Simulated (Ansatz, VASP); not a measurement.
# W in VASP and in Ansatz

File INCAR:

```
  PREC = Accurate
  ENCUT = 600
  EDIFF = 1E-6
  ISMEAR = -1
  SIGMA = 0.1
  LREAL = F
  LASPH = T
  NELM = 100
  ALGO = Normal
  ISIF = 3
  LWAVE = F
  LCHARG = F
  GGA = CA
  IBRION = 2
  NSW = 80
  EDIFFG = -0.01
```

Contents of KPOINTS:

```
Automatic mesh
0
Gamma
  14 14 14
```

File POSCAR:

```
W
1.0
    0.0000000000      1.9936234741      1.9936234741
    1.9936234741      0.0000000000      1.9936234741
    1.9936234741      1.9936234741      0.0000000000
W
1
Direct
    0.0000000000      0.0000000000      0.0000000000
```

Input for Ansatz:

```yaml
crystal:
  lattice:
    - [0.0, 1.9936234741, 1.9936234741]
    - [1.9936234741, 0.0, 1.9936234741]
    - [1.9936234741, 1.9936234741, 0.0]
  atoms:
    - { symbol: W, position: [0.0, 0.0, 0.0] }
hamiltonian:
  xc: lda
  pseudopotentials:
    kind: paw
    azcp:
      W: "pseudopotentials/W.paw.azcp"
basis:
  ecutwfc: 420
  fft_grid_basis: typed
kpoints:
  mp_grid: { grid: [14, 14, 14], shift: [0, 0, 0] }
magnetization:
  spin_polarized: false
scf:
  occupations: { method: fermi_dirac, width: 0.1 }
relax:
  max_steps: 60
  f_tol: 0.01
  cell: {}
output:
  write_density: true
  write_potential: true
  elf: true
  volumetric_format: npy
```

The cell was built by a generator and needn't be a form met in nature.

Alike in both runs: task relaxation of cell and atoms; functional LDA; k mesh 14 × 14 × 14; occupations fermi-dirac, width 0.1 eV; no spin polarisation.

```csv
,VASP,Ansatz
version,VASP 6.6.1,Ansatz 0.2.0
potentials or method,"VASP PAW LDA potentials, release 64 (W_sv)","plane waves (420 eV) with PAW, scalar-relativistic"
plane-wave cutoff (eV),600,420
valence electrons in the cell,14,14
```

```csv
,VASP,Ansatz,Ansatz less VASP
relaxed volume (Å³/atom),15.79,15.69,-0.095
relaxed cell length with the largest relative difference (Å),2.816,2.810,-0.0056
energy change over the relaxation (meV/atom),0,-1,-1.2
```

Ansatz warned: «pseudo_functional_mismatch».

The runs have no spin-orbit coupling, so splittings on W are missing.
